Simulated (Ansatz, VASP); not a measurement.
# One calculation of KF, two programs

Contents of INCAR:

```
SYSTEM = KF
PREC = Accurate
ENCUT = 520
EDIFF = 1E-7
ISMEAR = 0
SIGMA = 0.05
LREAL = .FALSE.
LASPH = .TRUE.
NELM = 100
ALGO = Normal
ISIF = 2
LWAVE = .FALSE.
LCHARG = .FALSE.
GGA = PE
NBANDS = 15
```

Contents of KPOINTS:

```
regular mesh
0
G
  8 8 8
  0 0 0
```

File POSCAR:

```
KF
1.0
    0.0000000000      2.7403375000      2.7403375000
    2.7403375000      0.0000000000      2.7403375000
    2.7403375000      2.7403375000      0.0000000000
K F
1 1
Direct
    0.0000000000      0.0000000000      0.0000000000
    0.5000000000      0.5000000000      0.5000000000
```

Input for Ansatz:

```yaml
crystal:
  lattice:
    - [0.0, 2.7403375, 2.7403375]
    - [2.7403375, 0.0, 2.7403375]
    - [2.7403375, 2.7403375, 0.0]
  atoms:
    - { symbol: K, position: [0.0, 0.0, 0.0] }
    - { symbol: F, position: [0.5, 0.5, 0.5] }
basis:
  ecutwfc: 420
kpoints:
  mp_grid: { grid: [8, 8, 8] }
hamiltonian:
  xc: pbe
scf:
  occupations: { method: gaussian, width: 0.05 }
output:
  forces: true
  stress: true
  eigenvalues: true
```

Change from the starting cell: strain +0.025 along x and y, +0.025 along z, atoms carried along.

Alike in both runs: task single point; functional PBE; k mesh 8 × 8 × 8; occupations gaussian, width 0.05 eV; no spin polarisation.

```csv
,VASP,Ansatz
version,VASP 6.6.1,Ansatz 0.2.0
potentials or method,"VASP PAW PBE potentials, release 64 (K_sv, F)","scalar-relativistic, plane waves, PAW"
plane-wave cutoff (eV),520,420
valence electrons in the cell,16,16
```

|  | VASP | Ansatz | Ansatz less VASP |
| --- | --- | --- | --- |
| gap on the k mesh at the Fermi level (eV) | 5.79 | 5.80 | +0.015 |
| least direct gap on the mesh (eV) | 5.79 | 5.80 | +0.015 |
| pressure (GPa) | -0.9 | -0.9 | +0.01 |

A k mesh can miss the band edges.
